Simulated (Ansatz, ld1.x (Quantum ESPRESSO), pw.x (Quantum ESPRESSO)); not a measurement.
pw.x on fcc Tc: one setting changed

Potential: norm-conserving Troullier–Martins (Kleinman–Bylander form), ld1.x (Quantum ESPRESSO) 7.5, PBE; core [Kr], reference 4d5 5s2 5p0; waves: 5p (bound, empty): rc 4.05 bohr; 4d (bound): rc 1.70 bohr; 5s (bound): rc 3.44 bohr; local part: the s channel; core correction: Bessel-smoothed model core, default radius (core density twice the valence density).

The reference run (k-mesh 15³, cutoffs 70/280 Ry, Fermi–Dirac 0.01 Ry, mixing_beta 0.4, conv_thr 1e-9, no spin) gives 2.53 GPa at 14.543 Å³/atom, where all-electron LAPW gives -0.46 GPa. This run, with its own iteration cap, changes k-mesh points per axis to 4.

```
&control
  calculation='scf', prefix='x', pseudo_dir='./', outdir='./tmp', tstress=.true., disk_io='none'
/
&system
  ibrav=0, nat=1, ntyp=1, ecutwfc=70, ecutrho=280, nbnd=11,
  occupations='smearing', smearing='fd', degauss=0.01
/
&electrons
  conv_thr=1e-09, mixing_beta=0.4, electron_maxstep=60
/
ATOMIC_SPECIES
Tc 1.0 Tc.UPF
CELL_PARAMETERS angstrom
  0.00000000 1.93734962 1.93734962
  1.93734962 0.00000000 1.93734962
  1.93734962 1.93734962 0.00000000
ATOMIC_POSITIONS crystal
Tc 0.0000 0.0000 0.0000
K_POINTS automatic
4 4 4 0 0 0
```

```bash
pw.x < Tc.scf.in > Tc.scf.out
```

Task: How does the run end?

Result: It converges in 6 iterations; the free energy moves by +134.2 meV/atom and the pressure by +4.49 GPa.

```
Message from routine setup:
     using ibrav=0 with symmetry is DISCOURAGED, use correct ibrav instead
     lattice parameter (alat)  =       5.1775  a.u.
     unit-cell volume          =      98.1410 (a.u.)^3
     number of electrons       =         7.00
     number of Kohn-Sham states=           11
     kinetic-energy cutoff     =      70.0000  Ry
     charge density cutoff     =     280.0000  Ry
     scf convergence threshold =      1.0E-09
     Exchange-correlation= PBE
     number of k points=     8  Fermi-Dirac smearing, width (Ry)=  0.0100
     iteration #  1     ecut=    70.00 Ry     beta= 0.40
     total energy              =     -44.05752069 Ry
     estimated scf accuracy    <       0.01551132 Ry
     iteration #  2     ecut=    70.00 Ry     beta= 0.40
     total energy              =     -44.05793342 Ry
     estimated scf accuracy    <       0.00179924 Ry
     iteration #  3     ecut=    70.00 Ry     beta= 0.40
     total energy              =     -44.05820505 Ry
     estimated scf accuracy    <       0.00005821 Ry
     iteration #  4     ecut=    70.00 Ry     beta= 0.40
     total energy              =     -44.05820751 Ry
     estimated scf accuracy    <       0.00000088 Ry
     iteration #  5     ecut=    70.00 Ry     beta= 0.40
     total energy              =     -44.05820764 Ry
     estimated scf accuracy    <       0.00000007 Ry
     iteration #  6     ecut=    70.00 Ry     beta= 0.40
     the Fermi energy is    15.4600 ev
!    total energy              =     -44.05820765 Ry
     estimated scf accuracy    <          9.9E-10 Ry
     smearing contrib. (-TS)   =      -0.00849972 Ry
     The total energy is F=E-TS. E is the sum of the following terms:
     one-electron contribution =      13.54290505 Ry
     hartree contribution      =       1.02567290 Ry
     xc contribution           =     -27.93615692 Ry
     ewald contribution        =     -30.68212895 Ry
     convergence has been achieved in   6 iterations
          total   stress  (Ry/bohr**3)                   (kbar)     P=       70.17
     Message from routine punch:
     Nothing written, as per user request (disk_io='none')
```

The run took about 2.1 s on one core of a shared host (AMD EPYC 7R43 64-Core Processor, 256 threads, 1004 GiB, load 117).
